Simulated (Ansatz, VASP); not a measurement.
# One calculation of KF, two programs

INCAR

```
ALGO = Normal
EDIFF = 1E-6
ENCUT = 520
ISIF = 2
ISMEAR = 0
LASPH = T
LCHARG = F
LREAL = F
LWAVE = F
NBANDS = 15
NELM = 80
PREC = Accurate
SIGMA = 0.05
```

KPOINTS

```
k-points
0
Gamma
  8 8 8
```

Contents of POSCAR:

```
KF
1.0
    3.2589550000      0.0000000000      0.0000000000
    0.0000000000      3.2589550000      0.0000000000
    0.0000000000      0.0000000000      3.2589550000
K F
1 1
Direct
    0.0000000000      0.0000000000      0.0000000000
    0.5000000000      0.5000000000      0.5000000000
```

Input for Ansatz:

```yaml
crystal:
  lattice:
    - [3.258955, 0.0, 0.0]
    - [0.0, 3.258955, 0.0]
    - [0.0, 0.0, 3.258955]
  atoms:
    - { symbol: K, position: [0.0, 0.0, 0.0] }
    - { symbol: F, position: [0.5, 0.5, 0.5] }
basis:
  ecutwfc: 420
kpoints:
  mp_grid: { grid: [8, 8, 8] }
hamiltonian:
  xc: lda
scf:
  occupations: { method: gaussian, width: 0.05 }
output:
  forces: true
  stress: true
  eigenvalues: true
```

The cell comes from a database or a generator and needn't be the stable form of this composition.

Alike in both runs: task single point; functional LDA; k mesh 8 × 8 × 8; occupations gaussian, width 0.05 eV; no spin polarisation.

|  | VASP | Ansatz |
| --- | --- | --- |
| version | VASP 6.6.1 | Ansatz 0.2.0 |
| potentials or method | VASP PAW LDA potentials, release 64 (K_sv, F) | scalar-relativistic, plane waves, PAW |
| plane-wave cutoff (eV) | 520 | 420 |
| valence electrons in the cell | 16 | 16 |

```csv
,VASP,Ansatz,Ansatz less VASP
gap on the k mesh at the Fermi level (eV),5.91,5.93,+0.015
least direct gap on the mesh (eV),5.96,5.98,+0.014
pressure (GPa),-5.7,-5.8,-0.08
```

A k mesh can miss the band edges. As with any semilocal functional, this LDA gap is likely too small.
